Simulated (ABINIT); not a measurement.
Crystal: Sb.

```xyz
2
Lattice="2.1542 1.2437 3.7580 -2.1542 1.2437 3.7580 0.0000 -2.4875 3.7580" Properties=species:S:1:pos:R:3 pbc="T T T"
Sb    0.0000    0.0000    8.6416
Sb    0.0000    0.0000    2.6324
```

Base run:

```yaml
Program: ABINIT 10.8.3 (patched build)
Functional: LDA
Potentials_or_basis: JTH PAW PBE v2.0
Cutoff: 517 eV
k_mesh: 8 × 8 × 8
Occupations: fermi-dirac, width 0.05 eV
Spin: no spin polarisation
```

Its results: band gap on the k mesh none (metal or under the smearing width); pressure -1.4 GPa; largest force 0.020 eV/Å.

After a change of settings the same cell gave: band gap on the k mesh none (metal or under the smearing width); pressure 1.5 GPa; largest force 0.008 eV/Å. Which change was it?
A. functional from LDA to revPBE
B. functional from LDA to PBEsol
C. functional from LDA to BLYP
D. functional from LDA to r2SCAN

D.

Caveats: the PAW data sets were made with another functional, which shifts forces and pressure a little; spin-orbit coupling is left out, which moves the levels of the heavy elements.
